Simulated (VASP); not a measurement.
# SiC (Fm-3m) in VASP: notebook

The runs below take SiC through phonons, with PBE, r2SCAN, LDA.

Everything below comes from runs of VASP 6.6.1. Logs are shortened: lines on timing, memory, paths and dates and some standing lists are left out, and cuts for length are marked.

## (1) The crystal as given

Symmetry: Fm-3m, No. 225, cubic system. The conventional cell has a = 4.058 Å, b = 4.058 Å, c = 4.058 Å, α = 90.00°, β = 90.00°, γ = 90.00°. Around Si (site symmetry m-3m) lie 6 C at 2.03 Å. C (site symmetry m-3m) is surrounded by 6 Si at 2.03 Å.

The cell was built by a generator and needn't be a form met in nature.

## (2) Phonons, PBE

The input, POSCAR:

```
SiC
1.0
    0.0000000000      2.0289454752      2.0289454752
    2.0289454752      0.0000000000      2.0289454752
    2.0289454752      2.0289454752      0.0000000000
  Si              C
     1     1
Direct
     0.0000000000000000    0.0000000000000000    0.0000000000000000
     0.5000000000000000    0.5000000000000000    0.5000000000000000
```

The input, INCAR.step1:

```
PREC = Accurate
ENCUT = 600
EDIFF = 1E-8
ISMEAR = 0
SIGMA = 0.03
LREAL = False
LASPH = True
NELM = 80
ALGO = Normal
ISIF = 3
LWAVE = False
LCHARG = False
GGA = PE
IBRION = 2
NSW = 40
EDIFFG = -0.002
```

The input, INCAR.step2:

```
PREC = Accurate
ENCUT = 600
EDIFF = 1E-8
ISMEAR = 0
SIGMA = 0.03
LREAL = False
LASPH = True
NELM = 80
ALGO = Normal
ISIF = 2
LWAVE = False
LCHARG = False
GGA = PE
IBRION = 6
NFREE = 2
POTIM = 0.015
NSW = 1
```

The input, KPOINTS:

```
regular mesh
0
Gamma
  12 12 12
```

Potentials or basis: VASP PAW PBE potentials, release 64 (Si, C).

Run with:

```bash
$ cat potpaw_PBE.64/Si/POTCAR potpaw_PBE.64/C/POTCAR > POTCAR
$ cp INCAR.step1 INCAR
$ mpirun -np 1 vasp_std > vasp.out
$ cp CONTCAR POSCAR
$ cp INCAR.step2 INCAR
$ mpirun -np 1 vasp_std > vasp.out
```

OUTCAR:

```text
PREC = Accurate
   ENCUT = 600
   EDIFF = 1E-8
   ISMEAR = 0
   LREAL = False
   LASPH = True
   NELM = 80
   ISIF = 2
   GGA = PE
   IBRION = 6
   NFREE = 2
   POTIM = 0.015
   NSW = 1

 ion  position               nearest neighbor table
   1  0.000  0.000  0.000-   2 2.03   2 2.03   2 2.03   2 2.03   2 2.03   2 2.03
   2  0.500  0.500  0.500-   1 2.03   1 2.03   1 2.03   1 2.03   1 2.03   1 2.03

  LATTYP: Found a face centered cubic cell.
 ALAT       =     4.0578909504

  Lattice vectors:

 A1 = (   0.0000000000,   2.0289454752,   2.0289454752)
 A2 = (   2.0289454752,   0.0000000000,   2.0289454752)
 A3 = (   2.0289454752,   2.0289454752,   0.0000000000)

Analysis of symmetry for initial positions (statically):
=====================================================================
 Subroutine PRICEL returns:
 Original cell was already a primitive cell.

 Routine SETGRP: Setting up the symmetry group for a
 face centered cubic supercell.

 Subroutine GETGRP returns: Found 48 space group operations
 (whereof 48 operations were pure point group operations)
 out of a pool of 48 trial point group operations.

The static configuration has the point symmetry O_h .

Analysis of symmetry for dynamics (positions and initial velocities):
=====================================================================
 Subroutine PRICEL returns:
 Original cell was already a primitive cell.

 Routine SETGRP: Setting up the symmetry group for a
 face centered cubic supercell.

 Subroutine GETGRP returns: Found 48 space group operations
 (whereof 48 operations were pure point group operations)
 out of a pool of 48 trial point group operations.

The dynamic configuration has the point symmetry O_h .

 Subroutine INISYM returns: Found 48 space group operations
 (whereof 48 operations are pure point group operations),
 and found     1 'primitive' translations

----------------------------------------------------------------------------------------

                                     Primitive cell

  volume of cell :      16.7048
[... 146 lines left out ...]
  -------------------------------------------------------------------------------------
  Total        0.0009966      0.0009966      0.0009966      0.0000000      0.0000000      0.0000000
  in kB        0.0955896      0.0955896      0.0955896      0.0000000      0.0000000      0.0000000
  external PRESSURE =       0.0955896 kB  Pullay stress =       0.0000000 kB
[... 131 lines left out ...]
--------------------------------------- Ionic step        5  -------------------------------------------

 number of electron       8.0000000 magnetization

 Free energy of the ion-electron system (eV)
  ---------------------------------------------------
  ext. energy  EPLUGINS =         0.00000000
  ---------------------------------------------------
  free energy    TOTEN  =       -13.57855100 eV

  energy without entropy =      -13.57835632  energy(sigma->0) =      -13.57845366

 E-fermi :  12.2639     XC(G=0): -12.6666

 val. band max:       12.1915871198   @ k =   0.0833   0.0000   0.0000
 cond. band min:      12.2785825990   @ k =  -0.1667   0.0833   0.0000
 fundamental gap:      0.0869954791
 Fermi energy:        12.2639067307

 k-point     1 :       0.0000    0.0000    0.0000
  band No.  band energies     occupation
      1      -6.0944      2.00000
      2      12.2922      0.18264
      3      12.2942      0.15291
      4      12.2942      0.15291
      5      19.6410      0.00000
      6      21.2359      0.00000
      7      21.2359      0.00000
      8      21.2380      0.00000
[... 243 lines left out ...]
 k-point    24 :      -0.4167    0.1667    0.0000
  band No.  band energies     occupation
      1      -0.6291      2.00000
      2       1.6275      2.00000
      3       8.3312      2.00000
      4      10.4621      2.00000
      5      15.7677      0.00000
      6      19.0837      0.00000
      7      20.4163      0.00000
      8      24.8673      0.00000

 [... further k-points ...]
[... 5 lines left out ...]
  --------------------------------------------------------------------------------------
  -------------------------------------------------------------------------------------
  Total        0.0159471     -0.0002030     -0.0002030     -0.0000000      0.0000000      0.0000000
  in kB        1.5295043     -0.0194669     -0.0194669     -0.0000000      0.0000000      0.0000000
  external PRESSURE =       0.4968568 kB  Pullay stress =       0.0000000 kB
[... 17 lines left out ...]
  FREE ENERGIE OF THE ION-ELECTRON SYSTEM (eV)
  ---------------------------------------------------
  free  energy   TOTEN  =       -13.5785510010 eV

  energy  without entropy=      -13.5783563244  energy(sigma->0) =      -13.57845366

 INTERNAL STRAIN TENSORS FROM DISPLACED ATOMS
 ============================================

 INTERNAL STRAIN TENSOR FOR ION    1 for displacements in x,y,z  (eV/Angst):
          X           Y           Z          XY          YZ          ZX
  --------------------------------------------------------------------------------
  x     0.00000     0.00000     0.00000     0.00000     0.00000     0.00000
  y     0.00000     0.00000     0.00000     0.00000     0.00000     0.00000
  z     0.00000     0.00000     0.00000     0.00000     0.00000     0.00000

 INTERNAL STRAIN TENSOR FOR ION    2 for displacements in x,y,z  (eV/Angst):
          X           Y           Z          XY          YZ          ZX
  --------------------------------------------------------------------------------
  x     0.00000     0.00000     0.00000     0.00000     0.00000     0.00000
  y     0.00000     0.00000     0.00000     0.00000     0.00000     0.00000
  z     0.00000     0.00000     0.00000     0.00000     0.00000     0.00000

 Eigenvectors and eigenvalues of the dynamical matrix
 ----------------------------------------------------

   1 f  =   11.600472 THz    72.887915 2PiTHz  386.950093 cm-1    47.975675 meV
             X         Y         Z           dx          dy          dz
      0.000000  0.000000  0.000000    -0.547349    0.000000    0.000000
      2.028945  2.028945  2.028945     0.836904    0.000000    0.000000
[... 21 lines left out ...]
   6 f/i=    0.000443 THz     0.002783 2PiTHz    0.014772 cm-1     0.001832 meV
             X         Y         Z           dx          dy          dz
      0.000000  0.000000  0.000000     0.000000    0.000000    0.836904
      2.028945  2.028945  2.028945     0.000000    0.000000    0.547349

 ELASTIC MODULI CONTR FROM IONIC RELAXATION (kBar)
 Direction    XX          YY          ZZ          XY          YZ          ZX
 --------------------------------------------------------------------------------
 XX           0.0000      0.0000      0.0000      0.0000      0.0000      0.0000
 YY           0.0000      0.0000      0.0000      0.0000      0.0000      0.0000
 ZZ           0.0000      0.0000      0.0000      0.0000      0.0000      0.0000
 XY           0.0000      0.0000      0.0000      0.0000      0.0000      0.0000
 YZ           0.0000      0.0000      0.0000      0.0000      0.0000      0.0000
 ZX           0.0000      0.0000      0.0000      0.0000      0.0000      0.0000
 --------------------------------------------------------------------------------
```

OSZICAR.step1:

```text
N       E                     dE             d eps       ncg     rms          rms(c)
DAV:   1     0.560903328348E+01    0.56090E+01   -0.47010E+03  1224   0.980E+02
DAV:   2    -0.146964180874E+02   -0.20305E+02   -0.18823E+02  1664   0.108E+02
DAV:   3    -0.149746675362E+02   -0.27825E+00   -0.27825E+00  1360   0.153E+01
DAV:   4    -0.149751931293E+02   -0.52559E-03   -0.52559E-03  1864   0.674E-01
DAV:   5    -0.149751932288E+02   -0.99468E-07   -0.99467E-07  1400   0.714E-03    0.812E+00
DAV:   6    -0.135983159925E+02    0.13769E+01   -0.57153E+00  1200   0.137E+01    0.347E+00
DAV:   7    -0.135785312147E+02    0.19785E-01   -0.28234E-01  2024   0.386E+00    0.140E+00
DAV:   8    -0.135787271831E+02   -0.19597E-03   -0.29530E-03  1160   0.634E-01    0.367E-01
DAV:   9    -0.135790508619E+02   -0.32368E-03   -0.57067E-04  1704   0.282E-01    0.120E-01
DAV:  10    -0.135790730439E+02   -0.22182E-04   -0.46613E-05  1816   0.568E-02    0.967E-03
DAV:  11    -0.135790715409E+02    0.15030E-05   -0.13143E-05  1640   0.213E-02    0.272E-03
DAV:  12    -0.135790714292E+02    0.11170E-06   -0.20666E-07  1408   0.486E-03    0.128E-03
DAV:  13    -0.135790714040E+02    0.25202E-07   -0.52401E-08  1520   0.138E-03    0.323E-04
DAV:  14    -0.135790714078E+02   -0.37672E-08   -0.17514E-09   744   0.351E-04
   1 F= -.13579071E+02 E0= -.13578974E+02  d E =-.135791E+02
```

Wall time 24 s (1 thread of Intel Xeon 6975P-C (Granite Rapids), shared host); peak memory 0.17 GiB.

What came out:

```
Highest phonon frequency at Γ, LO-TO splitting left out : 387 cm⁻¹
```

Phonon frequencies in cm⁻¹ (negative: imaginary):
```tsv
q point	frequencies
(0.000, 0.000, 0.000)	0 0 0 387 387 387
```

## (3) Phonons, r2SCAN

This run uses another cell than the first one, of 8.16 Å³/atom, 0.977 times its volume.

The input, POSCAR:

```
SiC
1.0
   -0.0000000000      2.0129446163      2.0129446163
    2.0129446163     -0.0000000000      2.0129446163
    2.0129446163      2.0129446163     -0.0000000000
  Si              C
     1     1
Direct
     0.0000000000000000    0.0000000000000000    0.0000000000000000
     0.5000000000000000    0.5000000000000000    0.5000000000000000
```

The input, INCAR.step1:

```
SYSTEM = SiC
PREC = Accurate
ENCUT = 600
EDIFF = 1E-8
ISMEAR = 0
SIGMA = 0.03
LREAL = .False.
LASPH = .True.
NELM = 80
ALGO = Normal
ISIF = 3
LWAVE = .False.
LCHARG = .False.
METAGGA = R2SCAN
LMIXTAU = .True.
IBRION = 2
NSW = 40
EDIFFG = -0.002
```

The input, INCAR.step2:

```
SYSTEM = SiC
PREC = Accurate
ENCUT = 600
EDIFF = 1E-8
ISMEAR = 0
SIGMA = 0.03
LREAL = .False.
LASPH = .True.
NELM = 80
ALGO = Normal
ISIF = 2
LWAVE = .False.
LCHARG = .False.
METAGGA = R2SCAN
LMIXTAU = .True.
IBRION = 6
NFREE = 2
POTIM = 0.015
NSW = 1
```

The input, KPOINTS:

```
regular mesh
0
Gamma
  12 12 12
  0 0 0
```

Potentials or basis: VASP PAW PBE potentials, release 64 (Si, C).

Run with:

```bash
$ cat potpaw_PBE.64/Si/POTCAR potpaw_PBE.64/C/POTCAR > POTCAR
$ cp INCAR.step1 INCAR
$ mpirun -np 1 vasp_std > vasp.out
$ cp CONTCAR POSCAR
$ cp INCAR.step2 INCAR
$ mpirun -np 1 vasp_std > vasp.out
```

OUTCAR:

```text
SYSTEM = SiC
   PREC = Accurate
   ENCUT = 600
   EDIFF = 1E-8
   ISMEAR = 0
   LREAL = .False.
   LASPH = .True.
   NELM = 80
   ISIF = 2
   METAGGA = R2SCAN
   IBRION = 6
   NFREE = 2
   POTIM = 0.015
   NSW = 1

 ion  position               nearest neighbor table
   1  0.000  0.000  0.000-   2 2.01   2 2.01   2 2.01   2 2.01   2 2.01   2 2.01
   2  0.500  0.500  0.500-   1 2.01   1 2.01   1 2.01   1 2.01   1 2.01   1 2.01

  LATTYP: Found a face centered cubic cell.
 ALAT       =     4.0258892326

  Lattice vectors:

 A1 = (   0.0000000000,   2.0129446163,   2.0129446163)
 A2 = (   2.0129446163,   0.0000000000,   2.0129446163)
 A3 = (   2.0129446163,   2.0129446163,   0.0000000000)

Analysis of symmetry for initial positions (statically):
[... 609 lines left out ...]
  Total        0.0167205     -0.0019419     -0.0019419     -0.0000000      0.0000000     -0.0000000
  in kB        1.6422310     -0.1907236     -0.1907236     -0.0000000      0.0000000     -0.0000000
  external PRESSURE =       0.4202613 kB  Pullay stress =       0.0000000 kB
[... 17 lines left out ...]
  FREE ENERGIE OF THE ION-ELECTRON SYSTEM (eV)
  ---------------------------------------------------
  free  energy   TOTEN  =       -17.6597521721 eV

  energy  without entropy=      -17.6596097600  energy(sigma->0) =      -17.65968097

 INTERNAL STRAIN TENSORS FROM DISPLACED ATOMS
 ============================================

 INTERNAL STRAIN TENSOR FOR ION    1 for displacements in x,y,z  (eV/Angst):
          X           Y           Z          XY          YZ          ZX
  --------------------------------------------------------------------------------
  x     0.00000     0.00000     0.00000     0.00000     0.00000     0.00000
  y     0.00000     0.00000     0.00000     0.00000     0.00000     0.00000
  z     0.00000     0.00000     0.00000     0.00000     0.00000     0.00000

 INTERNAL STRAIN TENSOR FOR ION    2 for displacements in x,y,z  (eV/Angst):
          X           Y           Z          XY          YZ          ZX
  --------------------------------------------------------------------------------
  x     0.00000     0.00000     0.00000     0.00000     0.00000     0.00000
  y     0.00000     0.00000     0.00000     0.00000     0.00000     0.00000
  z     0.00000     0.00000     0.00000     0.00000     0.00000     0.00000

 Eigenvectors and eigenvalues of the dynamical matrix
 ----------------------------------------------------

   1 f  =   12.276703 THz    77.136800 2PiTHz  409.506731 cm-1    50.772341 meV
             X         Y         Z           dx          dy          dz
      0.000000  0.000000  0.000000     0.000000    0.547202    0.000000
      2.012945  2.012945  2.012945     0.000000   -0.837000    0.000000
[... 21 lines left out ...]
   6 f/i=    0.001684 THz     0.010579 2PiTHz    0.056163 cm-1     0.006963 meV
             X         Y         Z           dx          dy          dz
      0.000000  0.000000  0.000000     0.000000    0.000000    0.837000
      2.012945  2.012945  2.012945     0.000000    0.000000    0.547202

 ELASTIC MODULI CONTR FROM IONIC RELAXATION (kBar)
 Direction    XX          YY          ZZ          XY          YZ          ZX
 --------------------------------------------------------------------------------
 XX           0.0000      0.0000      0.0000      0.0000      0.0000      0.0000
 YY           0.0000      0.0000      0.0000      0.0000      0.0000      0.0000
 ZZ           0.0000      0.0000      0.0000      0.0000      0.0000      0.0000
 XY           0.0000      0.0000      0.0000      0.0000      0.0000      0.0000
 YZ           0.0000      0.0000      0.0000      0.0000      0.0000      0.0000
 ZX           0.0000      0.0000      0.0000      0.0000      0.0000      0.0000
 --------------------------------------------------------------------------------
```

OUTCAR.step1:

```text
SYSTEM = SiC
   PREC = Accurate
   ENCUT = 600
   EDIFF = 1E-8
   ISMEAR = 0
   LREAL = .False.
   LASPH = .True.
[... 490 lines left out ...]
      0.00000      0.00000      0.00000        -0.000000      0.000000     -0.000000
      2.01294      2.01294      2.01294         0.000000     -0.000000      0.000000
 -----------------------------------------------------------------------------------
    total drift:                               -0.000000     -0.000000      0.000000

  FREE ENERGIE OF THE ION-ELECTRON SYSTEM (eV)
  ---------------------------------------------------
  free  energy   TOTEN  =       -17.6603353474 eV

  energy  without entropy=      -17.6601926092  energy(sigma->0) =      -17.66026398

 reached required accuracy - stopping structural energy minimisation
```

It took 2.5 min on 1 thread of Intel Xeon 6975P-C (Granite Rapids), shared host; peak memory 0.17 GiB.

Results:

| Item | Value |
| --- | --- |
| Highest phonon frequency at Γ, LO-TO splitting left out | 410 cm⁻¹ |

Phonon frequencies in cm⁻¹ (negative: imaginary):
| q point | frequencies |
| --- | --- |
| (0.000, 0.000, 0.000) | 0 0 0 410 410 410 |

Caveat: the PAW data sets were made with another functional, which shifts forces and pressure a little.

(Part 1 of 2 ends here.)
